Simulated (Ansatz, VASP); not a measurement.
## ZnSe (Stilleite): VASP beside Ansatz

Aim: how closely do two programs agree when they are given the same cell, functional and k mesh?

Main program and level: Ansatz 0.2.0; plane waves, with VASP 6.6.1 beside it; single point at PBE.

## (1) The structure

The structure is cubic, space group F-43m (No. 216). The conventional cell has a = 5.668 Å, b = 5.668 Å, c = 5.668 Å, α = 90.00°, β = 90.00°, γ = 90.00°. Se has 4 Zn at 2.45 Å nearest. Zn has 4 Se at 2.45 Å nearest. Farther neighbours and most contacts between anions are not listed.

## (2) VASP: single point, PBE

With cell and atoms fixed, the geometry can't cause a difference; cores, projectors, grids and the points listed under the comparison can.

Lines of VASP's logs that name or quote its potential files are left out, and so is its time.

INCAR

```
SYSTEM = ZnSe
PREC = Accurate
ENCUT = 400
EDIFF = 1E-07
NELM = 100
ISMEAR = 0
SIGMA = 0.01
LREAL = .FALSE.
ALGO = Normal
GGA = PE
NBANDS = 15
LORBIT = 11
LWAVE = .FALSE.
LCHARG = .FALSE.
KPAR = 2
```

POSCAR

```
ZnSe
1.0
    0.0000000000      2.8338000000      2.8338000000
    2.8338000000      0.0000000000      2.8338000000
    2.8338000000      2.8338000000      0.0000000000
Se Zn
1 1
Direct
    0.7500000000      0.7500000000      0.7500000000
    0.0000000000      0.0000000000      0.0000000000
```

KPOINTS

```
Automatic mesh
0
Gamma
6 6 6
0 0 0
```

PAW data sets: Se and Zn (PBE family, release 64).

Launch:

```
$ mpirun -np 2 vasp_std
```

Numbers of over 12 decimals in the logs are rounded to 6 here.

The program printed:

```text
[banner, memory and clock lines left out]
running    2 mpi-ranks, on    1 nodes
 distrk:  each k-point on    1 cores,    2 groups
 distr:  one band on    1 cores,    1 groups

 POSCAR found type information on POSCAR SeZn
 POSCAR found :  2 types and       2 ions
 LDA part: xc-table for (Slater+PW92), standard interpolation
 POSCAR, INCAR and KPOINTS ok, starting setup
 FFT: planning ... GRIDC
 FFT: planning ... GRID_SOFT
 FFT: planning ... GRID
 WAVECAR not read
 entering main loop
       N       E                     dE             d eps       ncg     rms          rms(c)
DAV:   1     0.784813095689E+02    0.78481E+02   -0.77138E+03   480   0.113E+03
DAV:   2    -0.150285183366E+01   -0.79984E+02   -0.74850E+02   543   0.229E+02
DAV:   3    -0.626513367728E+01   -0.47623E+01   -0.47441E+01   585   0.586E+01
DAV:   4    -0.630330945101E+01   -0.38176E-01   -0.38173E-01   536   0.562E+00
DAV:   5    -0.630349369325E+01   -0.18424E-03   -0.18424E-03   620   0.358E-01    0.476E+00
DAV:   6    -0.603052646596E+01    0.27297E+00   -0.56405E-01   687   0.253E+01    0.363E+00
DAV:   7    -0.601149190487E+01    0.19035E-01   -0.16504E-01   536   0.375E+00    0.154E+00
DAV:   8    -0.601144574225E+01    0.46163E-04   -0.46035E-03   635   0.682E-01    0.457E-01
DAV:   9    -0.601169942791E+01   -0.25369E-03   -0.11326E-03   515   0.263E-01    0.676E-02
DAV:  10    -0.601180149187E+01   -0.10206E-03   -0.16995E-04   593   0.101E-01    0.201E-02
DAV:  11    -0.601180300382E+01   -0.15120E-05   -0.33447E-05   529   0.439E-02    0.550E-03
DAV:  12    -0.601180420019E+01   -0.11964E-05   -0.36064E-06   592   0.115E-02    0.321E-03
DAV:  13    -0.601180428519E+01   -0.85002E-07   -0.51043E-07   501   0.574E-03
   1 F= -.60118043E+01 E0= -.60118043E+01  d E =-.158239E-19
```

OUTCAR, selected parts (step 2):

```text
ion  position               nearest neighbor table
   1  0.750  0.750  0.750-   2 2.45   2 2.45   2 2.45   2 2.45
   2  0.000  0.000  0.000-   1 2.45   1 2.45   1 2.45   1 2.45

  LATTYP: Found a face centered cubic cell.
 ALAT       =     5.6676000000

 Subroutine GETGRP returns: Found 24 space group operations
 (whereof 24 operations were pure point group operations)

The static configuration has the point symmetry T_d .

 Found     16 irreducible k-points:

   k-points           NKPTS =     16   k-points in BZ     NKDIM =     16   number of bands    NBANDS=     15

   dimension x,y,z NGX =    28 NGY =   28 NGZ =   28
   dimension x,y,z NGXF=    56 NGYF=   56 NGZF=   56

   ENCUT  =  400.0 eV  29.40 Ry    5.42 a.u.   6.54  6.54  6.54*2*pi/ulx,y,z

   NELECT =      18.0000    total number of electrons

 k-points in reciprocal lattice and weights: Automatic mesh
   0.00000000  0.00000000  0.00000000       0.005
   0.16666667  0.00000000  0.00000000       0.037
   0.33333333  0.00000000  0.00000000       0.037
   0.50000000  0.00000000  0.00000000       0.019
   0.16666667  0.16666667  0.00000000       0.028
   0.33333333  0.16666667  0.00000000       0.111
   0.50000000  0.16666667  0.00000000       0.111
  -0.33333333  0.16666667  0.00000000       0.111
  -0.16666667  0.16666667  0.00000000       0.056
[...]
-0.33333333  0.33333333  0.16666667       0.111
  -0.33333333  0.50000000  0.16666667       0.056

 average (electrostatic) potential at core
       1 -55.9639       2 -37.0913

 E-fermi :   1.6779

 k-point     1 :       0.0000    0.0000    0.0000
  band No.  band energies     occupation
    ...
      5      -4.5612      2.00000
      6      -4.5612      2.00000
      7       1.6178      2.00000
      8       1.6178      2.00000
      9       1.6178      2.00000
     10       2.9045      0.00000
     11       7.4134      0.00000
     12       7.4134      0.00000
     13       7.4134      0.00000
     14      11.5414      0.00000
    ...

 k-point     2 :       0.1667    0.0000    0.0000
  band No.  band energies     occupation
    ...
      5      -4.5625      2.00000
      6      -4.5625      2.00000
      7      -0.2900      2.00000
      8       1.3649      2.00000
      9       1.3649      2.00000
     10       4.1665      0.00000
     11       7.4882      0.00000
     12       7.8159      0.00000
     13       7.8159      0.00000
     14      12.0768      0.00000
    ...

 k-point     3 :       0.3333    0.0000    0.0000
  band No.  band energies     occupation
    ...
      5      -4.5542      2.00000
      6      -4.5542      2.00000
      7      -2.4424      2.00000
      8       0.9370      2.00000
      9       0.9370      2.00000
     10       4.2934      0.00000
     11       8.0878      0.00000
     12       8.0878      0.00000
     13       9.1914      0.00000
     14      12.0418      0.00000
    ...

  Total        0.6117677      0.6117677      0.6117677      0.0000000      0.0000000      0.0000000
  in kB       21.5357270     21.5357270     21.5357270      0.0000000      0.0000000      0.0000000
  external PRESSURE =      21.5357270 kB  Pullay stress =       0.0000000 kB

  energy-cutoff  :      400.00
  volume of cell :       45.51
      direct lattice vectors                 reciprocal lattice vectors
     0.000000000  2.833800000  2.833800000    -0.176441527  0.176441527  0.176441527
     2.833800000  0.000000000  2.833800000     0.176441527 -0.176441527  0.176441527
     2.833800000  2.833800000  0.000000000     0.176441527  0.176441527 -0.176441527

 POSITION                                       TOTAL-FORCE (eV/Angst)
 -----------------------------------------------------------------------------------
      4.25070      4.25070      4.25070        -0.000000     -0.000000     -0.000000
      0.00000      0.00000      0.00000         0.000000      0.000000      0.000000
 -----------------------------------------------------------------------------------
    total drift:                                0.000000      0.000000      0.000000

  FREE ENERGIE OF THE ION-ELECTRON SYSTEM (eV)
  ---------------------------------------------------
  free  energy   TOTEN  =        -6.0118042852 eV

  energy  without entropy=       -6.0118042852  energy(sigma->0) =       -6.01180429

 total charge
# of ion       s       p       d       tot
------------------------------------------
    1        1.436   2.431   0.030   3.897
    2        0.533   0.447   9.785  10.765
--------------------------------------------------
tot          1.969   2.878   9.815  14.662

[... 3 further parts left out ...]
```

The gap is read on the k-mesh alone, so it is an upper bound where the band edges lie off the mesh.

## (3) Ansatz: single point, PBE

Ansatz runs on its default PAW (the set named soft_2) files.

The same cell, functional, mesh and smearing now go to Ansatz, which takes its cutoff from its data sets.

input.yaml

```yaml
crystal:
  lattice:
    - [0.0, 2.8338, 2.8338]
    - [2.8338, 0.0, 2.8338]
    - [2.8338, 2.8338, 0.0]
  atoms:
    - { symbol: Se, position: [0.75, 0.75, 0.75] }
    - { symbol: Zn, position: [0.0, 0.0, 0.0] }
hamiltonian:
  xc: pbe
  pseudopotentials: { kind: paw }
kpoints:
  mp_grid: { grid: [6, 6, 6] }
scf:
  occupations: { method: gaussian, width: 0.01 }
  n_extra_bands: 4
output:
  forces: true
  stress: true
  eigenvalues: true
```

Launch:

```
$ ansatz run input.yaml --threads 2 --pin off --max-ram 4608MiB --backend cpu --events-out ev --progress --plain --runs-dir out
```

The program printed:

```text
scf.n_extra_bands = 4 over 14 filled bands (N_el = 28.0): the run solves 18 bands
Engine: ansatz 0.2.0, x86_64-unknown-linux-gnu
Pseudopotentials: kind: paw
Pseudopotential: Se, paw, valence charge 16, recommended cutoff 420 eV (normal), Se.paw.azcp
Pseudopotential: Zn, paw, valence charge 12, recommended cutoff 420 eV (normal), Zn.paw.azcp
Functional definition: PBE
  parameter kappa = 0.804
  parameter beta = 0.066725
  exchange = pbe_x(kappa = kappa, mu = beta*pi^2/3)
  correlation = pbe_c(beta = beta)
Crystal: 2 atoms, lattice volume = 45.513 Å³
Basis set: ecut = 420 eV, 893 PW (Γ), exchange–correlation on 54×54×54 points (8 copies of the dense FFT grid, shifted against one another)
Bands: 18, of which v1, the nominal top of the filled ones, is band 14 counted from 1 (13 counted from 0)
Symmetry: 24 space group operations
Space group: F-43m (ITA 216), of the structure as read, at distance tolerance 3.6e-5 Å
k-points: 16 of 216 (time reversal used)
Non-local potential: Se, projectors of the file, l = 0: 2, l = 1: 2, l = 2: 3, l = 3: 1
Non-local potential: Zn, projectors of the file, l = 0: 2, l = 1: 2, l = 2: 3, l = 3: 1
PAW form: soft (Blöchl's): semilocal exchange-correlation on the pseudo side does not see the compensation charge
PAW one-centre angular grid: Se, 590 points (default); XC on 64 Gauss nodes
PAW one-centre angular grid: Zn, 590 points (default); XC on 64 Gauss nodes
Initial density: superposition of atomic densities (neutral atoms: chi_scale 0, normalization atom), corrected by the library's trained network
Initial wavefunctions: pseudopotential atomic-orbital guess
Functional: x = pbe(κ = 0.804, μ = 0.219515), c = pbe(β = 0.066725)
SCF iter   1: F=—  HF=-8789.521163 eV  |F-HF|=—  |Δ(HF+E_count)|=         —  Δρ=6.54e-4  dr2=2.67e-4  ethr=1.77e-3  ⟨swp⟩=6.0  Hψ=1474  notcnv=0
preconditioner: auto → none  [insulator: Δε(μ)=1.281 eV  Ē_g=11.918 eV  σ=0.010 eV  W_gap=1.00  n_scr=14 (ndim 8)  ℏωp=23.4 eV  f_vac=0.121  D(μ)=0.00/eV (n_scr^D=0)  ε∞_Penn≈4.8]
SCF iter   2: F=—  HF=-8789.521060 eV  |F-HF|=—  |Δ(HF+E_count)|=   1.03e-4  Δρ=3.22e-4  dr2=2.51e-5  ethr=9.54e-7  ⟨swp⟩=2.0  Hψ=704  notcnv=0
SCF iter   3: F=—  HF=-8789.521076 eV  |F-HF|=—  |Δ(HF+E_count)|=   1.59e-5  Δρ=1.44e-4  dr2=4.42e-6  ethr=8.95e-8  ⟨swp⟩=2.2  Hψ=479  notcnv=0
SCF iter   4: F=—  HF=-8789.521078 eV  |F-HF|=—  |Δ(HF+E_count)|=   2.42e-6  Δρ=6.70e-5  dr2=7.09e-7  ethr=1.58e-8  ⟨swp⟩=2.0  Hψ=416  notcnv=0
SCF iter   5: F=—  HF=-8789.521081 eV  |F-HF|=—  |Δ(HF+E_count)|=   2.87e-6  Δρ=1.97e-5  dr2=1.90e-7  ethr=2.53e-9  ⟨swp⟩=2.0  Hψ=512  notcnv=0
SCF iter   6: F=-8789.521081 eV  HF=-8789.521081 eV  |F-HF|=7.98e-9  |Δ(HF+E_count)|=   1.73e-7  Δρ=3.68e-6  dr2=4.41e-9  ethr=3.57e-10  ⟨swp⟩=5.7  Hψ=1330  notcnv=0
SCF 1 converged in 6 iterations: F = -8789.521081 eV  dr2 = 4.41e-9
  greatest PAW one-centre occupation: 1.000 electrons in one spin orbital (limit 2), on the Se atom at site 0 (counted from 0), in its partial waves of l = 2
SCF converged after 6 iterations
Free energy (F): -8789.521081 eV
Harris-Foulkes:  -8789.521081 eV  (|F-HF|=7.98e-9)
Internal energy: -8789.521081 eV  (E = F + TS)
E sigma→0 (E₀):  -8789.521081 eV
Fermi energy:    7.425222 eV
--- Per-component energies (eV) ---
  E_band       = -381.336293
  E_kinetic    = 250.174391
  E_local      = -4391.044716  (includes V_loc(G=0)·N_el)
  E_nonlocal   = 18.364781
  E_hartree    = 2034.796378
  E_xc         = -241.519216
  E_vxc        = -150.313832  (∫ρ·V_xc dr)
  E_paw        = -3739.348965  (= ΣΔE_a)
  E_vpaw       = -178.108144  (= ΣTr[D̂ρ^β])
  E_aug_tail   = -0.000889  (compensation charges beyond the density's cutoff)
  E_ewald      = -2720.942845
  E_smearing   = -0.000000  (= −TS)
  E_closure    = 0.000000  (closes the sum)
  Σ components = -8789.521081   (vs F -8789.521081, Δ=0.00e0)
--- Forces (eV/Å), atoms counted from 1 ---
  atom   1  Se     0.00000000    -0.00000000    -0.00000000
  atom   2  Zn    -0.00000000     0.00000000     0.00000000
  max |Σ_I F_I| component: 1.71e-16 eV/Å
--- Stress (GPa, compression-positive) ---
        2.126363       0.000000      -0.000000
       -0.000000       2.126363       0.000000
       -0.000000       0.000000       2.126363
  P = ⅓ Tr σ = 2.1264 GPa (21.264 kbar)
--- Band table (eV; the first three rows and the last of 16) ---
  k-point 0: bands = [... 10 lower, 0.6109, 6.7818, 6.7818, 6.7818, 8.0685, 12.5901, 12.5901, 12.5901]
  k-point 1: bands = [... 10 lower, 0.6091, 4.8772, 6.5293, 6.5293, 9.3310, 12.6563, 12.9923, 12.9923]
  k-point 2: bands = [... 10 lower, 0.6173, 2.7261, 6.1016, 6.1016, 9.4621, 13.2644, 13.2644, 14.3490]
  k-point 15: bands = [... 10 lower, 0.8813, 2.0780, 4.1580, 4.2294, 11.2516, 11.5899, 15.0497, 15.3873]
```

It took 0.56 s on 2 threads of Intel Xeon 6975P-C (Granite Rapids), shared host; peak memory 0.34 GiB; 0.82 s of CPU time.

Reading the cycles: dr2 is the Hartree energy of the density residual (eV), the measure of convergence; HF is the Harris–Foulkes estimate of the energy, which meets the free energy F at convergence.

The run ends at a pressure of 2.13 GPa.

## (4) Comparison

Known differences besides the potentials themselves: the data sets hold 28 valence electrons in Ansatz (default PAW (the set named soft_2) files) and 18 in VASP; the cutoff is 420 eV in Ansatz and 400 eV in VASP; VASP leaves aspherical gradient terms in its spheres out (LASPH is not set), Ansatz keeps them. Total energies have different zeros and are not compared.

The two programs side by side:

| quantity | Ansatz | VASP | difference |
| --- | --- | --- | --- |
| pressure (GPa) | 2.13 | 2.15 | -0.03 |
| pressure without Ansatz's Pulay correction (GPa) | 2.07 | 2.15 | -0.08 |
| gap on the k mesh (eV) | 1.287 | 1.287 | 0.000 |

A gap on the mesh is an upper bound, since the band edges may lie between its points. Ansatz's pressure holds a Pulay correction of 0.05 GPa; VASP's holds none.

## (5) Outcome

```yaml
difference_in_gap_on_the_k_mesh_single_point_pbe: -4.0e-5 eV
```

The difference in gap on the k mesh is -4.0e-5 eV (single point, PBE), within the 0.08 eV picked in this series as the mark of a large difference. How closely two codes agree says nothing of how well the functional describes the real material.

[Lines on the potential files, build, host, timing and source positions are cut from VASP's logs without a mark.]

[Logs are printed without paths, hosts, clocks, repeated set-up lines and the standing remarks that a program may print on its own settings, such as how far it seeks lower states.]

[Hosts, paths, dates, database ids (printed as entryN), source tags and the programs' standing remarks are cut or masked in the printed files.]
